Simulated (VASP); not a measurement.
# Si (Fd-3m) in VASP: notebook, part 2 of 2

VASP 6.6.1. The steps go on from the part before.

### 4 Single point, PBE

This run uses another cell than the first one, of 20.29 Å³/atom, 1.014 times its volume.

File INCAR:

```
SYSTEM = Si
ALGO = Normal
EDIFF = 1E-7
ENCUT = 520
GGA = PE
ISIF = 2
ISMEAR = 0
LASPH = .TRUE.
LCHARG = .FALSE.
LREAL = .FALSE.
LWAVE = .FALSE.
NBANDS = 11
NELM = 80
PREC = Accurate
SIGMA = 0.05
```

File KPOINTS:

```
k-points
0
G
  14 14 14
  0 0 0
```

File POSCAR:

```
Si
1.0
    0.0000000000      2.7273824422      2.7273824422
    2.7273824422      0.0000000000      2.7273824422
    2.7273824422      2.7273824422      0.0000000000
Si
2
Direct
    0.5000000000      0.5000000000      0.5000000000
    0.7500000000      0.7500000000      0.7500000000
```

Potentials or basis: VASP PAW PBE potentials, release 64 (Si).

Launch:

```console
$ cat potpaw_PBE.64/Si/POTCAR > POTCAR
$ mpirun -np 1 vasp_std > vasp.out
```

OUTCAR:

```text
SYSTEM = Si
   EDIFF = 1E-7
   ENCUT = 520
   GGA = PE
   ISIF = 2
   ISMEAR = 0
   LASPH = .TRUE.
   LREAL = .FALSE.
   NELM = 80
   PREC = Accurate

 ion  position               nearest neighbor table
   1  0.500  0.500  0.500-   2 2.36   2 2.36   2 2.36   2 2.36
   2  0.750  0.750  0.750-   1 2.36   1 2.36   1 2.36   1 2.36

  LATTYP: Found a face centered cubic cell.
 ALAT       =     5.4547648844

  Lattice vectors:

 A1 = (   0.0000000000,   2.7273824422,   2.7273824422)
 A2 = (   2.7273824422,   0.0000000000,   2.7273824422)
 A3 = (   2.7273824422,   2.7273824422,   0.0000000000)

Analysis of symmetry for initial positions (statically):
=====================================================================
 Subroutine PRICEL returns:
 Original cell was already a primitive cell.

 Routine SETGRP: Setting up the symmetry group for a
 face centered cubic supercell.

 Subroutine GETGRP returns: Found 48 space group operations
 (whereof 24 operations were pure point group operations)
 out of a pool of 48 trial point group operations.

The static configuration has the point symmetry T_d .
 The point group associated with its full space group is O_h .

Analysis of symmetry for dynamics (positions and initial velocities):
=====================================================================
 Subroutine PRICEL returns:
 Original cell was already a primitive cell.

 Routine SETGRP: Setting up the symmetry group for a
 face centered cubic supercell.

 Subroutine GETGRP returns: Found 48 space group operations
 (whereof 24 operations were pure point group operations)
 out of a pool of 48 trial point group operations.

The dynamic configuration has the point symmetry T_d .
 The point group associated with its full space group is O_h .

 Subroutine INISYM returns: Found 48 space group operations
 (whereof 24 operations are pure point group operations),
 and found     1 'primitive' translations

----------------------------------------------------------------------------------------

                                     Primitive cell

  volume of cell :      40.5759

  direct lattice vectors                    reciprocal lattice vectors
     0.000000000  2.727382442  2.727382442    -0.183325958  0.183325958  0.183325958
     2.727382442  0.000000000  2.727382442     0.183325958 -0.183325958  0.183325958
     2.727382442  2.727382442  0.000000000     0.183325958  0.183325958 -0.183325958

  length of vectors
     3.857101240  3.857101240  3.857101240     0.317529874  0.317529874  0.317529874

  position of ions in fractional coordinates (direct lattice)
     0.500000000  0.500000000  0.500000000
     0.750000000  0.750000000  0.750000000

  ion indices of the primitive-cell ions
   primitive index   ion index
                 1           1
                 2           2

----------------------------------------------------------------------------------------

 KPOINTS: k-points

Automatic generation of k-mesh.
 Grid dimensions read from file:
 generate k-points for:   14   14   14

 Generating k-lattice:

  Cartesian coordinates                     Fractional coordinates (reciprocal lattice)
    -0.013094711  0.013094711  0.013094711     0.071428571  0.000000000  0.000000000
     0.013094711 -0.013094711  0.013094711     0.000000000  0.071428571  0.000000000
[... 42 lines left out ...]
   total plane-waves  NPLWV =  27000
   dimension x,y,z NGX =    30 NGY =   30 NGZ =   30
   dimension x,y,z NGXF=    60 NGYF=   60 NGZF=   60
   ions per type =               2
   NGX,Y,Z   is equivalent  to a cutoff of  12.93, 12.93, 12.93 a.u.
   NGXF,Y,Z  is equivalent  to a cutoff of  25.86, 25.86, 25.86 a.u.
 SYSTEM =  Si
   PREC   = accura    normal or accurate (medium, high low for compatibility)
   ISTART =      0    job   : 0-new  1-cont  2-samecut
   ICHARG =      2    charge: 1-file 2-atom 10-const
   ISPIN  =      1    spin polarized calculation?
   LNONCOLLINEAR =      F non collinear calculations
   LSORBIT =      F    spin-orbit coupling
   LASPH  =      T    aspherical Exc in radial PAW
   ENCUT  =  520.0 eV  38.22 Ry    6.18 a.u.   7.17  7.17  7.17*2*pi/ulx,y,z
   NELM   =     80;   NELMIN=  2; NELMDL= -5     # of ELM steps
   EDIFF  = 0.1E-06   stopping-criterion for ELM
   LREAL  =      F    real-space projection
   EDIFFG = 0.1E-05   stopping-criterion for IOM
   NSW    =      0    number of steps for IOM
   IBRION =     -1    ionic relax: 0-MD 1-quasi-New 2-CG
   NFREE  =      0    steps in history (QN), initial steepest desc. (CG)
   ISIF   =      2    stress and relaxation
   ISYM   =      2    0-nonsym 1-usesym 2-fastsym
   POTIM  = 0.5000    time-step for ionic-motion
   TEBEG  =    0.0;   TEEND  =   0.0 temperature during run
   PSTRESS=    0.0 pullay stress
   NELECT =       8.0000    total number of electrons
   NUPDOWN=      -1.0000    fix difference up-down
   EMIN   =  10.00;   EMAX   =-10.00  energy-range for DOS
   EFERMI =   0.00;   METHOD = LEGACY
   ISMEAR =     0;   SIGMA  =   0.05  broadening in eV -4-tet -1-fermi 0-gaus
   EFERMI_NEDOS =   21; number of points for ismear=-14 and -15
   IALGO  =     38    algorithm
   IMIX   =      4    mixing-type and parameters
     AMIX     =   0.40;   BMIX     =  1.00
     AMIX_MAG =   1.60;   BMIX_MAG =  1.00
  volume/ion in A,a.u.               =      20.29       136.91
  Fermi-wavevector in a.u.,A,eV,Ry     =   0.952830  1.800588 12.352527  0.907885
  Thomas-Fermi vector in A             =   2.081429
   LORBIT       =      0    0 simple, 1 ext, 2 COOP (PROOUT), +10 PAW based schemes
   GGA     = PE    functional components
   LHFCALC =     F    Hartree Fock is set to
   AEXX    =    0.0000 exact exchange contribution
   IVDW    =     0    specifies the selected vdW correction
   LEPSILON=     F    determine dielectric tensor
   LRPA    =     F    only Hartree local field effects (RPA)
 non-spin polarized calculation
 Gauss-broadening in eV      SIGMA  =   0.05
  energy-cutoff  :      520.00
  volume of cell :       40.58
 maximum number of plane-waves:      1110
 NGX is ok and might be reduce to    30
   NGX = 15   NGY = 15   NGZ = 15

 number of electron       8.0000001 magnetization

 Free energy of the ion-electron system (eV)
  ---------------------------------------------------
  ext. energy  EPLUGINS =         0.00000000
  ---------------------------------------------------
  free energy    TOTEN  =       -10.84922473 eV

  energy without entropy =      -10.84922473  energy(sigma->0) =      -10.84922473

 E-fermi :   5.9351     XC(G=0):  -9.3573

 val. band max:        5.6922011923   @ k =   0.0000   0.0000   0.0000
 cond. band min:       6.2904461992   @ k =   0.4286   0.4286   0.0000
 fundamental gap:      0.5982450068
 Fermi energy:         5.9350823713

 k-point     1 :       0.0000    0.0000    0.0000
  band No.  band energies     occupation
      1      -6.1744      2.00000
      2       5.6922      2.00000
      3       5.6922      2.00000
      4       5.6922      2.00000
      5       8.2525      0.00000
      6       8.2525      0.00000
      7       8.2525      0.00000
      8       8.9136      0.00000
      9      13.4056      0.00000
     10      13.4056      0.00000
     11      13.6002      0.00000
[... 309 lines left out ...]
 k-point    24 :       0.2857    0.1429    0.0000
  band No.  band energies     occupation
      1      -5.2221      2.00000
      2       1.9518      2.00000
      3       4.1530      2.00000
      4       4.1980      2.00000
      5       7.7691      0.00000
      6       9.5531      0.00000
      7      10.2525      0.00000
      8      10.4206      0.00000
      9      13.7646      0.00000
     10      14.1773      0.00000
     11      15.8663      0.00000

 [... further k-points ...]

------------------------ aborting loop because EDIFF is reached ----------------------------------------

  FORCE on cell =-STRESS in cart. coord.  units (eV):
  Direction    XX          YY          ZZ          XY          YZ          ZX
  --------------------------------------------------------------------------------------
  -------------------------------------------------------------------------------------
  Total        0.1739405      0.1739405      0.1739405     -0.0000000     -0.0000000     -0.0000000
  in kB        6.8682025      6.8682025      6.8682025     -0.0000000     -0.0000000     -0.0000000
  external PRESSURE =       6.8682025 kB  Pullay stress =       0.0000000 kB

 VOLUME and BASIS-vectors are now :
 -----------------------------------------------------------------------------
  energy-cutoff  :      520.00
  volume of cell :       40.58
      direct lattice vectors                 reciprocal lattice vectors
     0.000000000  2.727382442  2.727382442    -0.183325958  0.183325958  0.183325958
     2.727382442  0.000000000  2.727382442     0.183325958 -0.183325958  0.183325958
     2.727382442  2.727382442  0.000000000     0.183325958  0.183325958 -0.183325958

 POSITION                                       TOTAL-FORCE (eV/Angst)
 -----------------------------------------------------------------------------------
      2.72738      2.72738      2.72738         0.000000      0.000000      0.000000
      4.09107      4.09107      4.09107        -0.000000     -0.000000     -0.000000
 -----------------------------------------------------------------------------------
    total drift:                                0.000000     -0.000000     -0.000000

  FREE ENERGIE OF THE ION-ELECTRON SYSTEM (eV)
  ---------------------------------------------------
  free  energy   TOTEN  =       -10.8492247279 eV

  energy  without entropy=      -10.8492247279  energy(sigma->0) =      -10.84922473
```

Run time: 90 s. Hardware: 1 thread of AMD EPYC, shared host; peak memory 0.15 GiB.

Results:

```
Free energy            : -10.8492 eV
Pressure               : 0.7 GPa
Band gap on the k mesh : 0.60 eV, indirect (least direct gap 2.56 eV)
```

A k mesh can miss the band edges.

### 5 Summary

| cell | gap on the mesh (eV) | pressure (GPa) |
| --- | --- | --- |
| Fd-3m, 20.01 Å³/atom | 0.57 | 2.0 |
| Fd-3m, 20.46 Å³/atom | 0.61 | -0.1 |
| Fd-3m, 20.29 Å³/atom | 0.60 | 0.7 |

Alike in all rows: task single point; level PBE; potentials or basis VASP PAW PBE potentials, release 64 (Si); no spin polarisation; k mesh 14 × 14 × 14; cutoff (eV) 520; smearing gaussian 0.05 eV.

On the cell as given the gap runs from 0.57 eV (PBE) to 0.61 eV (PBE).

Total energies depend on the potentials used, so only differences within one code and one set of settings carry meaning.
